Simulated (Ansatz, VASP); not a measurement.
# One calculation of ZrB2, two programs

```xyz
3
Lattice="3.1650 0.0000 0.0000 -1.5825 2.7410 0.0000 0.0000 0.0000 3.4496" Properties=species:S:1:pos:R:3 pbc="T T T"
Zr    0.0000    0.0000    0.0000
B     0.0000    1.8273    1.7248
B     1.5825    0.9137    1.7248
```

Change from the starting cell: zz strain of -2 %, PAW files.

Alike in both runs: task electric field gradients; functional LDA; k mesh 12 × 12 × 9; occupations fermi-dirac, width 0.05 eV; no spin polarisation.

|  | VASP | Ansatz |
| --- | --- | --- |
| version | VASP 6.6.1 | Ansatz 0.2.0 |
| potentials or method | VASP PAW LDA potentials, release 64 (Zr_sv, B) | PAW with Ansatz's default frozen-core files, scalar-relativistic |
| plane-wave cutoff (eV) | 520 | 420 |
| valence electrons in the cell | 18 | 18 |

|  | VASP | Ansatz | Ansatz less VASP |
| --- | --- | --- | --- |
| pressure (GPa) | -2.1 | -2.6 | -0.49 |
| largest component of the traceless stress (GPa) | 5.42 | 5.37 | -0.046 |
| Vzz of the field gradient on the site that differs most (V/Å²) | 42.0 | 44.2 | +2.21 |

Ansatz warned: «gradients_without_spin_orbit».
